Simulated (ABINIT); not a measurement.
# Ag (Fm-3m) in ABINIT: settings compared

Aim: see how the results for Ag move with the level of theory and the settings. Levels: r2SCAN, HCTH407, PBEsol. Tasks: band structure, equation of state.

All numbers are computed with ABINIT 10.8.3 (patched build); they aren't measurements. Logs are shortened: lines on timing, memory, paths and dates and some standing lists are left out, and cuts for length are marked. The log counts tension as positive stress, the text compression.

### Step 1. The structure

The structure is cubic, space group Fm-3m (No. 225). The conventional cell has a = 4.085 Å, b = 4.085 Å, c = 4.085 Å, α = 90.00°, β = 90.00°, γ = 90.00°. Ag (site symmetry m-3m) has 12 Ag at 2.89 Å as nearest neighbours.

### Step 2. Band structure, r2SCAN

run.abi reads:

```
# Datasets: ground state, then fixed potential
ndtset 2

# Pseudopotentials
pp_dirpath "./"
pseudos "Ag.LDA_PW-JTH.xml"

# Structure
acell 2.8888847545 2.8888847545 2.8888847545 Angstrom
rprim
     0.0000000000     0.7071067812     0.7071067812
     0.7071067812     0.0000000000     0.7071067812
     0.7071067812     0.7071067812     0.0000000000
ntypat 1
znucl 47
natom 1
typat 1
xred
     0.0000000000     0.0000000000     0.0000000000

# Plane-wave basis
ecut 20.0
pawecutdg 40.0

# Exchange and correlation
ixc -497498
usekden 1
pawxcdev 0

# Bands and occupations
occopt 3
tsmear 0.05 eV

# SCF cycle
nstep 100

# Output
iomode 3
prtwf 0
prteig 0
prtebands 0
prtden1 1
prtkden1 1

# Dataset 1
kptopt1 1
ngkpt1 11 11 11
nshiftk1 1
shiftk1 0.0 0.0 0.0
nband1 10
tolvrs1 1.0e-8

# Dataset 2: bands along G-X-W-K-G-L-U-W-L-K
iscf2 -2
getden2 1
getkden2 1
nband2 14
nbdbuf2 2
tolwfr2 1.0e-12
kptopt2 -9
ndivsm2 5
prteig2 1
kptbounds2
     0.0000000000     0.0000000000     0.0000000000
     0.5000000000     0.0000000000     0.5000000000
     0.5000000000     0.2500000000     0.7500000000
     0.3750000000     0.3750000000     0.7500000000
     0.0000000000     0.0000000000     0.0000000000
     0.5000000000     0.5000000000     0.5000000000
     0.6250000000     0.2500000000     0.6250000000
     0.5000000000     0.2500000000     0.7500000000
     0.5000000000     0.5000000000     0.5000000000
     0.3750000000     0.3750000000     0.7500000000
```

Potentials or basis: JTH PAW LDA v2.0.

Command:

```
abinit run.abi > log 2>&1
```

run.abo:

```text
.Version 10.8.3 of ABINIT
 DATASET    1 : space group Fm -3 m (#225); Bravais cF (face-center cubic)
================================================================================
 Values of the parameters that define the memory need for DATASET  1.
     intxc =       0    ionmov =       0      iscf =      17    lmnmax =      18
     lnmax =       6     mgfft =      24  mpssoang =       3    mqgrid =    3001
     natom =       1  nloc_mem =       2    nspden =       1   nspinor =       1
    nsppol =       1      nsym =      48    n1xccc =       1    ntypat =       1
    occopt =       3   xclevel =       2
       mpw =         516          nfft =       13824          nkpt =          56
 PAW method is used; the additional fine FFT grid is defined by:
   mgfftf=        32    nfftf =     32768
================================================================================
================================================================================

 DATASET    2 : space group Fm -3 m (#225); Bravais cF (face-center cubic)
================================================================================
 Values of the parameters that define the memory need for DATASET  2.
     intxc =       0    ionmov =       0      iscf =      -2    lmnmax =      18
     lnmax =       6     mgfft =      24  mpssoang =       3    mqgrid =    3001
     natom =       1  nloc_mem =       2    nspden =       1   nspinor =       1
    nsppol =       1      nsym =      48    n1xccc =       1    ntypat =       1
    occopt =       3   xclevel =       2
       mpw =         531          nfft =       13824          nkpt =          87
 PAW method is used; the additional fine FFT grid is defined by:
   mgfftf=        32    nfftf =     32768
================================================================================
================================================================================

--------------------------------------------------------------------------------
------------- Echo of variables that govern the present computation ------------
--------------------------------------------------------------------------------
 -outvars: echo values of preprocessed input variables --------
            acell      5.4592009953E+00  5.4592009953E+00  5.4592009953E+00 Bohr
              amu      1.07868200E+02
             ecut      2.00000000E+01 Hartree
           getden1          0
           getden2          1
          getkden1          0
          getkden2          1
             iscf1         17
             iscf2         -2
                       outvar_i_n : Printing only first  50 k-points.
              ixc     -497498
           jdtset        1    2
                       outvar_i_n : Printing only first  50 k-points.
           kptopt1          1
           kptopt2         -9
         kptrlatt       11    0    0      0   11    0      0    0   11
          kptrlen1     6.00512109E+01
          kptrlen2     3.00000000E+01
            natom           1
            nband1         10
            nband2         14
           nbdbuf1          0
           nbdbuf2          2
           ndtset           2
           ndivsm1          0
           ndivsm2          5
            ngfft          24      24      24
          ngfftdg          32      32      32
             nkpt1         56
             nkpt2         87
            nstep         100
             nsym          48
           ntypat           1
                       prtocc : prtvol=0, do not print more k-points.
           occopt           3
        pawecutdg      4.00000000E+01 Hartree
         pawxcdev           0
        prtebands           0
           prteig1          0
           prteig2          1
          prtkden           1
            prtwf           0
            rprim      0.0000000000E+00  7.0710678120E-01  7.0710678120E-01
[... 233 lines left out ...]
 getcut: wavevector=  0.0000  0.0000  0.0000  ngfft=  24  24  24
         ecut(hartree)=     20.000   => boxcut(ratio)=   2.18375

 Fine grid specifications (used for densities):

 getcut: wavevector=  0.0000  0.0000  0.0000  ngfft=  32  32  32
         ecut(hartree)=     40.000   => boxcut(ratio)=   2.05886
--------------------------------------------------------------------------------

================================================================================
 Non-SCF case, kpt    1 (  0.00000  0.00000  0.00000), residuals and eigenvalues=
  8.42E-13  1.90E-13  2.03E-13  4.09E-13  4.11E-13  4.86E-13  6.14E-13  3.66E-13
  5.62E-13  1.41E-13  1.36E-13  2.37E-13  4.60E-13  2.39E-12
 -1.4613E-01 -4.0771E-02 -4.0771E-02 -4.0771E-02 -2.2190E-03 -2.2190E-03
  7.7890E-01  9.1227E-01  9.1227E-01  9.1227E-01  1.0799E+00  1.1171E+00
  1.1171E+00  1.1171E+00
 Non-SCF case, kpt    2 (  0.03571  0.00000  0.03571), residuals and eigenvalues=
  2.72E-13  8.35E-14  7.33E-13  3.99E-13  7.57E-14  9.54E-13  2.18E-13  7.65E-13
  1.92E-13  5.90E-13  3.42E-13  5.19E-13  1.47E-12  6.80E-13
 -1.4409E-01 -4.1570E-02 -4.0033E-02 -4.0033E-02 -3.0176E-03 -1.8768E-03
  7.7918E-01  9.0230E-01  9.0576E-01  9.0576E-01  1.0938E+00  1.1165E+00
[... 497 lines left out ...]
  3.1400E-01  4.8424E-01  6.8068E-01  7.8879E-01  1.1557E+00  1.1940E+00
  1.1994E+00  1.4366E+00
 Non-SCF case, kpt   86 (  0.38889  0.38889  0.72222), residuals and eigenvalues=
  3.00E-13  7.57E-13  2.79E-13  6.07E-13  3.96E-13  3.75E-13  1.92E-13  4.77E-13
  2.80E-13  5.74E-13  4.14E-13  7.08E-13  3.67E-13  1.64E-03
 -8.2814E-02 -6.4023E-02 -1.9896E-02  1.5147E-03  2.3782E-02  3.1311E-01
  3.2626E-01  4.4073E-01  6.5840E-01  7.9044E-01  1.1156E+00  1.2162E+00
  1.2289E+00  1.4394E+00
 Non-SCF case, kpt   87 (  0.37500  0.37500  0.75000), residuals and eigenvalues=
  1.20E-13  6.34E-13  1.46E-13  6.84E-14  2.36E-14  3.66E-13  7.36E-14  1.30E-13
  5.81E-13  9.81E-14  2.78E-13  3.29E-13  3.44E-13  2.92E-04
 -8.5922E-02 -6.9662E-02 -1.3068E-02  6.2242E-03  2.5348E-02  3.1199E-01
  3.4999E-01  4.2015E-01  6.3990E-01  7.9157E-01  1.0729E+00  1.2330E+00
  1.2600E+00  1.4497E+00

Result for kinetic energy density :

--------------------------------------------------------------------------------
 Total kinetic energy density [Ha/Bohr^3]
)     Maximum=    5.9307E-01  at reduced coord.    0.9063    0.9688    0.9688
)     Minimum=    1.4500E-03  at reduced coord.    0.0000    0.0000    0.0000
   Integrated=    1.0125E+01
--------------------------------------------------------------------------------

--- !ResultsGS
iteration_state: {dtset: 2, }
comment   : Summary of ground state results
lattice_vectors:
- [  0.0000000,   3.8602380,   3.8602380, ]
- [  3.8602380,   0.0000000,   3.8602380, ]
- [  3.8602380,   3.8602380,   0.0000000, ]
lattice_lengths: [   5.45920,    5.45920,    5.45920, ]
lattice_angles: [ 60.000,  60.000,  60.000, ] # degrees, (23, 13, 12)
lattice_volume:   1.1504619E+02
convergence: {deltae:  0.000E+00, res2:  0.000E+00, residm:  9.990E-13, diffor:  0.000E+00, }
etotal    :  -2.05299943E+01
entropy   :   0.00000000E+00
fermie    :   1.58026195E-01
cartesian_stress_tensor: null
pressure_GPa: null
xred      :
- [  0.0000E+00,   0.0000E+00,   0.0000E+00, Ag]
cartesian_forces: null
force_length_stats: {min: null, max: null, mean: null, }
...

 Integrated electronic density in atomic spheres:
 ------------------------------------------------
 Atom  Sphere_radius  Integrated_density
    1        2.51516          9.83988368

================================================================================

 ----iterations are completed or convergence reached----

 Mean square residual over all n,k,spin=   35.793E-14; max=  99.902E-14
 reduced coordinates (array xred) for    1 atoms
       0.000000000000      0.000000000000      0.000000000000

 cartesian coordinates (angstrom) at end:
    1      0.00000000000000     0.00000000000000     0.00000000000000
 length scales=  5.459200995315  5.459200995315  5.459200995315 bohr
              =  2.888884754500  2.888884754500  2.888884754500 angstroms
 Eigenvalues (hartree) for nkpt=  87  k points:
 kpt#   1, nband= 14, wtk=  1.00000, kpt=  0.0000  0.0000  0.0000 (reduced coord)
  -0.14613   -0.04077   -0.04077   -0.04077   -0.00222   -0.00222    0.77890    0.91227
   0.91227    0.91227    1.07990    1.11713    1.11713    1.11713
 kpt#   2, nband= 14, wtk=  1.00000, kpt=  0.0357  0.0000  0.0357 (reduced coord)
  -0.14409   -0.04157   -0.04003   -0.04003   -0.00302   -0.00188    0.77918    0.90230
   0.90576    0.90576    1.09378    1.11648    1.11648    1.12101
 kpt#   3, nband= 14, wtk=  1.00000, kpt=  0.0714  0.0000  0.0714 (reduced coord)
  -0.13804   -0.04391   -0.03783   -0.03783   -0.00529   -0.00086    0.78002    0.87972
   0.88706    0.88706    1.11744    1.11744    1.12253    1.13261
 kpt#   4, nband= 14, wtk=  1.00000, kpt=  0.1071  0.0000  0.1071 (reduced coord)
  -0.12828   -0.04763   -0.03421   -0.03421   -0.00865    0.00077    0.78133    0.85407
   0.85872    0.85872    1.10456    1.12419    1.12419    1.15180
 kpt#   5, nband= 14, wtk=  1.00000, kpt=  0.1429  0.0000  0.1429 (reduced coord)
  -0.11545   -0.05249   -0.02925   -0.02925   -0.01227    0.00297    0.78300    0.82416
   0.82416    0.82948    1.03760    1.13822    1.13822    1.17840
 kpt#   6, nband= 14, wtk=  1.00000, kpt=  0.1786  0.0000  0.1786 (reduced coord)
  -0.10104   -0.05817   -0.02306   -0.02306   -0.01443    0.00562    0.78491    0.78650
[... 230 lines left out ...]
  -0.07946   -0.05350   -0.02065   -0.02006    0.02488    0.22949    0.29667    0.59104
   0.73310    0.78395    1.12341    1.13603    1.26353    1.35571
 kpt#  84, nband= 14, wtk=  1.00000, kpt=  0.4167  0.4167  0.6667 (reduced coord)
  -0.07795   -0.05525   -0.02603   -0.01293    0.02402    0.25841    0.30420    0.53615
   0.70588    0.78655    1.15170    1.16674    1.21700    1.42687
 kpt#  85, nband= 14, wtk=  1.00000, kpt=  0.4028  0.4028  0.6944 (reduced coord)
  -0.07970   -0.05861   -0.02539   -0.00523    0.02351    0.28774    0.31400    0.48424
   0.68068    0.78879    1.15575    1.19400    1.19943    1.43665
 kpt#  86, nband= 14, wtk=  1.00000, kpt=  0.3889  0.3889  0.7222 (reduced coord)
  -0.08281   -0.06402   -0.01990    0.00151    0.02378    0.31311    0.32626    0.44073
   0.65840    0.79044    1.11560    1.21624    1.22894    1.43941
 kpt#  87, nband= 14, wtk=  1.00000, kpt=  0.3750  0.3750  0.7500 (reduced coord)
  -0.08592   -0.06966   -0.01307    0.00622    0.02535    0.31199    0.34999    0.42015
   0.63990    0.79157    1.07288    1.23303    1.26004    1.44972

== END DATASET(S) ==============================================================
================================================================================

 -outvars: echo values of variables after computation  --------
            acell      5.4592009953E+00  5.4592009953E+00  5.4592009953E+00 Bohr
           etotal1    -2.0529994293E+01
            fcart1    -0.0000000000E+00 -0.0000000000E+00 -0.0000000000E+00
            rprim      0.0000000000E+00  7.0710678120E-01  7.0710678120E-01
                       7.0710678120E-01  0.0000000000E+00  7.0710678120E-01
                       7.0710678120E-01  7.0710678120E-01  0.0000000000E+00
           strten1    -3.1157419150E-05 -3.1157419150E-05 -3.1157419150E-05
                       0.0000000000E+00  0.0000000000E+00  0.0000000000E+00
 Calculation completed.
```

Wall time 46 s (1 thread of Arm Neoverse V2, shared host); peak memory 0.11 GiB.

Results:

- Free energy: -558.6496 eV
- Pressure: 0.9 GPa
- Band gap on the k mesh: none (metal or under the smearing width)
- Valence electrons inside the program's atomic spheres: Ag 9.84 (radii [1.331] Å)

Levels at the corners of the path, in eV from the Fermi level:
```tsv
point	band 3	band 4	band 5	band 6	band 7	band 8
Γ	-5.41	-5.41	-4.36	-4.36	16.89	20.52
X	-3.58	-3.32	-3.32	1.45	6.69	10.96
W	-5.68	-4.34	-3.32	5.92	5.92	7.05
K	-4.66	-4.13	-3.61	4.19	5.22	7.13
Γ	-5.41	-5.41	-4.36	-4.36	16.89	20.52
L	-5.44	-3.54	-3.54	-0.63	3.43	16.02
U	-4.66	-4.13	-3.61	4.19	5.22	7.13
W	-5.68	-4.34	-3.32	5.92	5.92	7.05
L	-5.44	-3.54	-3.54	-0.63	3.43	16.02
K	-4.66	-4.13	-3.61	4.19	5.22	7.13
```

Caveat: totals of a meta-GGA on PAW files have another zero than those of a GGA; the PAW data sets were made with another functional, which shifts forces and pressure a little.

### Step 3. Equation of state, HCTH407

run.abi reads:

```
ndtset 7
getwfk -1
scalecart1 3*0.9795861087
scalecart2 3*0.9864848297
scalecart3 3*0.9932883884
scalecart4 3*1.0000000000
scalecart5 3*1.0066227096
scalecart6 3*1.0131594038
scalecart7 3*1.0196128224

pp_dirpath "./"
pseudos "Ag.GGA_PBE-JTH.xml"

acell 3*1.0 Angstrom
rprim
     0.0000000000     2.0427500000     2.0427500000
     2.0427500000     0.0000000000     2.0427500000
     2.0427500000     2.0427500000     0.0000000000
ntypat 1
znucl 47
natom 1
typat 1
xred
     0.0000000000     0.0000000000     0.0000000000

ecut 17.0
pawecutdg 34.0

kptopt 1
ngkpt 11 11 11
nshiftk 1
shiftk 0.0 0.0 0.0

ixc 27

nband 10
occopt 3
tsmear 0.00183747

nstep 100
tolvrs 1.0e-9

iomode 3
prtwf 1
prtden 0
prteig 0
prtebands 0
```

Potentials or basis: JTH PAW PBE v2.0.

Command:

```
abinit run.abi > log 2>&1
```

run.abo:

```text
.Version 10.8.3 of ABINIT
 DATASET    1 : space group Fm -3 m (#225); Bravais cF (face-center cubic)
================================================================================
 Values of the parameters that define the memory need for DATASET  1.
     intxc =       0    ionmov =       0      iscf =       7    lmnmax =      18
     lnmax =       6     mgfft =      20  mpssoang =       3    mqgrid =    3001
     natom =       1  nloc_mem =       2    nspden =       1   nspinor =       1
    nsppol =       1      nsym =      48    n1xccc =       1    ntypat =       1
    occopt =       3   xclevel =       2
       mpw =         375          nfft =        8000          nkpt =          56
 PAW method is used; the additional fine FFT grid is defined by:
   mgfftf=        30    nfftf =     27000
================================================================================
================================================================================
[... 71 lines left out ...]
 DATASET    7 : space group Fm -3 m (#225); Bravais cF (face-center cubic)
================================================================================
 Values of the parameters that define the memory need for DATASET  7.
     intxc =       0    ionmov =       0      iscf =       7    lmnmax =      18
     lnmax =       6     mgfft =      24  mpssoang =       3    mqgrid =    3001
     natom =       1  nloc_mem =       2    nspden =       1   nspinor =       1
    nsppol =       1      nsym =      48    n1xccc =       1    ntypat =       1
    occopt =       3   xclevel =       2
       mpw =         420          nfft =       13824          nkpt =          56
 PAW method is used; the additional fine FFT grid is defined by:
[... 1374 lines left out ...]

 -outvars: echo values of variables after computation  --------
            acell      1.8897261259E+00  1.8897261259E+00  1.8897261259E+00 Bohr
           etotal1    -3.8626575496E+01
           etotal2    -3.8627641502E+01
           etotal3    -3.8628496061E+01
           etotal4    -3.8629154486E+01
           etotal5    -3.8629664570E+01
           etotal6    -3.8630033005E+01
           etotal7    -3.8630287637E+01
            fcart1    -0.0000000000E+00 -0.0000000000E+00 -0.0000000000E+00
            fcart2    -0.0000000000E+00 -0.0000000000E+00 -0.0000000000E+00
            fcart3    -0.0000000000E+00 -0.0000000000E+00 -0.0000000000E+00
            fcart4    -0.0000000000E+00 -0.0000000000E+00 -0.0000000000E+00
            fcart5    -0.0000000000E+00 -0.0000000000E+00 -0.0000000000E+00
            fcart6    -0.0000000000E+00 -0.0000000000E+00 -0.0000000000E+00
            fcart7    -0.0000000000E+00 -0.0000000000E+00 -0.0000000000E+00
            rprim1     0.0000000000E+00  2.0010495235E+00  2.0010495235E+00
                       2.0010495235E+00  0.0000000000E+00  2.0010495235E+00
                       2.0010495235E+00  2.0010495235E+00  0.0000000000E+00
[... 17 lines left out ...]
                       2.0828140930E+00  2.0828140930E+00  0.0000000000E+00
           strten1    -4.9565153553E-04 -4.9565153553E-04 -4.9565153553E-04
                       0.0000000000E+00  0.0000000000E+00  0.0000000000E+00
           strten2    -4.0043226092E-04 -4.0043226092E-04 -4.0043226092E-04
                       0.0000000000E+00  0.0000000000E+00  0.0000000000E+00
           strten3    -3.1763968173E-04 -3.1763968173E-04 -3.1763968173E-04
                       0.0000000000E+00  0.0000000000E+00  0.0000000000E+00
           strten4    -2.4556680056E-04 -2.4556680056E-04 -2.4556680056E-04
                       0.0000000000E+00  0.0000000000E+00  0.0000000000E+00
           strten5    -1.8298747264E-04 -1.8298747264E-04 -1.8298747264E-04
                       0.0000000000E+00  0.0000000000E+00  0.0000000000E+00
           strten6    -1.2783064037E-04 -1.2783064037E-04 -1.2783064037E-04
                       0.0000000000E+00  0.0000000000E+00  0.0000000000E+00
           strten7    -7.9660414835E-05 -7.9660414835E-05 -7.9660414835E-05
                       0.0000000000E+00  0.0000000000E+00  0.0000000000E+00
 Calculation completed.
```

Wall time 48 s (1 thread of Arm Neoverse V2, shared host); peak memory 0.13 GiB.

What came out:

```yaml
Equilibrium_volume: "18.95 Å³/atom (rough: see the caveat)"
Bulk_modulus: 44 GPa (rough)
```

Energy against volume, from the lowest point:
| volume (Å³/atom) | energy (meV/atom) |
| --- | --- |
| 16.025 | 101.01 |
| 16.366 | 72.01 |
| 16.707 | 48.75 |
| 17.048 | 30.83 |
| 17.389 | 16.95 |
| 17.730 | 6.93 |
| 18.071 | 0.00 |

Caveat: pressures at fixed basis lie under the slope of the energies; the fit is doubtful: noisy points or a state that changes with volume; the minimum lies outside the volumes run; the PAW data sets were made with another functional, which shifts forces and pressure a little.

(Part 1 of 2 ends here.)
